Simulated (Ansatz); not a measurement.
# W: strain energy, fitted

W, Im-3m, a = 3.168 Å. Ansatz: r2SCAN, PAW, 500 eV, Γ-centred 16×16×16 mesh on 2 atoms, Gaussian smearing 0.10 eV; no spin polarisation. Series: equal strain along all axes, cell held, atoms fixed by symmetry; x is the strain in per cent. y is the free energy over the unstrained cell, V0 = 15.903 Å³/atom.

| x (%) | y (meV/atom) |
| --- | --- |
| -3.0 | 142.33 |
| -2.0 | 61.59 |
| -1.0 | 15.16 |
| 0.0 | 0.00 |
| 1.0 | 13.27 |
| 2.0 | ? |
| 3.0 | 115.34 |

Problem. Fit y = c2 x² + c3 x³ to the other rows, turn c2 into a modulus, and predict the missing energy.

Solution. Least squares on the rows shown. y = 14.321 x² − 0.50202 x³. In eV per unit strain² c2 is 143.2; the stiffness is B for this strain (E = 9/2 B V0 ε², shape held): 2 × 143.2 × 160.2 / (9 × 15.903) = 321 GPa. The unstrained cell keeps some stress along the strain, worth a slope of -0.50 meV/atom per %, which the form leaves out. At x = 2.0 the fit asked for gives 53.27 meV/atom. The run gave 52.48 meV/atom, so the fit is 0.79 meV/atom too high, 0.56 % of the span of the series, against an rms of 0.32 meV/atom on the fitted rows. With a term in x⁴ added, a fit to the same known rows predicts 53.43 meV/atom, further off still.

Spin–orbit coupling is left out, which can shift energies with elements as heavy as these.